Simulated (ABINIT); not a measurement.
Planning a run of ABINIT 10.8.3 on AlN (P6_3mc). The input:

```
acell 3*1.0 Angstrom
rprim 
  3.113000000011 -0.000000000003 0.000000000000
  -1.556500000003 2.695937081992 0.000000000000
  0.000000000000 0.000000000000 4.981000000000
ntypat 2
znucl 13 7
natom 4
typat 1 1 2 2
xred 
  0.333333333333 0.666666666667 0.000000000000
  0.666666666667 0.333333333333 0.500000000000
  0.333333333333 0.666666666667 0.380000000000
  0.666666666667 0.333333333333 0.880000000000
pp_dirpath "pseudos"
pseudos "Al.upf, N.upf"
ecut 36
ngkpt 6 6 4
nshiftk 1
shiftk 0 0 0
kptopt 1
chksymbreak 0
istwfk *1
occopt 1
irdwfk 1
optdriver 3
nband 209
ecuteps 10.2
inclvkb 2
awtr 1
symchi 1
indata_prefix "in"
outdata_prefix "out"
tmpdata_prefix "tmp"
```

The database entry behind the starting cell differs from later determinations by our own check (inner coordinate u about 0.002 short), so it need not match the best structure at ambient conditions.

```sh
OMP_NUM_THREADS=1 mpirun -n 8 abinit run.abi > log
```

Q: How long will it take on 8 MPI ranks of Arm Neoverse N1, shared host, and how much memory?

It took 8.8 min; on shared hardware allow 4.4 min to 18 min. Peak host memory was 3 GiB.

[Paths, hosts, dates, memory and timing lines, banners, echoed tables and standing remarks are left out of the program output.]

[Logs are printed without paths, hosts, clocks, repeated set-up lines and the standing remarks that a program may print on its own settings, such as how far it seeks lower states.]

[Runs of the session that timed out or met a known fault of the program may be left out.]

[Hosts, paths, dates, database ids (printed as entryN), source tags and the programs' standing remarks are cut or masked in the printed files.]

[G0W0 gaps are taken among the corrected bands and points alone; a level outside them can change the order at an edge.]

[Where Ansatz stands beside ABINIT at settings called matched, ABINIT's density can come from a denser mesh and the files from another edition; pairs whose starting gaps differed by over 0.03 eV were left out, so agreement reads better than it is.]
